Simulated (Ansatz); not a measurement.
## Al: enthalpy under pressure, worked through

All numbers below come from DFT PBEsol, scalar-relativistic, plane waves, PAW in Ansatz. (420 eV cutoff, 18×18×6 k-mesh, Gaussian smearing of 0.10 eV, no spin polarisation)

The relaxed crystal:

```
CELL_PARAMETERS angstrom
2.83628 0.00000 0.00000
-1.41814 2.45629 0.00000
0.00000 0.00000 9.32215
ATOMIC_POSITIONS crystal
Al 0.00000 0.00000 0.00000
Al 0.33333 0.66667 0.25000
Al 0.00000 0.00000 0.50000
Al 0.66667 0.33333 0.75000
```

Cell and atoms were relaxed at each target pressure within the start's symmetry (P6_3/mmc), at zero temperature; other phases can be more stable under pressure. H = E + PV with P the target; E is the free energy at the smearing used, whose derivative the pressure is, per atom and counted from zero pressure.

| P (GPa) | V (Å³/atom) | E − E0 (meV) | H − H0 (meV) |
| --- | --- | --- | --- |
| 0 | 16.236 | 0.0 | 0.0 |
| 2 | 15.867 | 2.3 | 200.3 |
| 5 | 15.384 | 12.6 | 492.8 |
| 10 | 14.717 | 43.3 | 961.9 |
| 20 | 13.712 | 135.3 | 1847.0 |
| 40 | 12.370 | 379.8 | 3468.0 |

Task: Thermodynamics gives dH/dP = V along a relaxed path. Integrate V over P by the trapezoid rule and compare with the computed enthalpies.

Result: With 1 eV/Å³ = 160.22 GPa, each step adds the mean volume times ΔP / 160.22:
```tsv
P (GPa)	∫V dP (meV)	H − H0 (meV)	difference (meV)
2	200.4	200.3	0.0
5	493.0	492.8	0.2
10	962.7	961.9	0.7
20	1849.9	1847.0	2.9
40	3477.7	3468.0	9.7
```

V(P) curves upward, so the trapezoid rule runs high; integrating a smooth curve through the same points (P as a polynomial of degree 4 in ln V) puts that excess at about 8.7 meV at 40 GPa, against the 9.7 meV found.

Task: At 40 GPa, how much of the enthalpy change is stored energy and how much is the PV term?

Result: E rises by 380 meV/atom and PV is 40 × 12.370 / 160.22 = 3088 meV/atom, so PV makes 89 % of ΔH. So between rival structures at high pressure a small difference in volume can outweigh the difference in energy: 1 % of this volume is worth 30.9 meV/atom at this pressure.

Task: What bulk modulus do the lowest pressures give?

Result: From the pressures that the runs reached, -2.00 GPa (16.662 Å³) and 2.00 GPa (15.867 Å³), B = −ΔP/Δln V = 4.00 / 0.0489 = 82 GPa, a mean over that range.

This form isn't the element's structure at ambient conditions.

The enthalpies and volumes are thermodynamically consistent: most of the 9.7 meV mismatch at 40 GPa comes from the trapezoid rule, and the small remainder probably reflects numerical error in the stress or the relaxation. Stored energy starts out tiny because zero pressure is the minimum of E(V), so it grows roughly with the square of the compression while PV grows almost linearly. Its share of the enthalpy therefore rises with pressure, though PV still dominates at 40 GPa.

The crystal also stiffens steadily, each further GPa removing less volume. In a nearly free-electron metal such as aluminium, compression raises the kinetic energy of the valence electrons faster than the electrostatic and exchange terms can offset it. The modulus of 82 GPa is close to that known for fcc aluminium, as expected for a four-layer close-packed stacking that keeps the same number of nearest neighbours. For the same reason, volume differences between close-packed stackings are probably small, so the PV lever should matter more in competition with open structures.
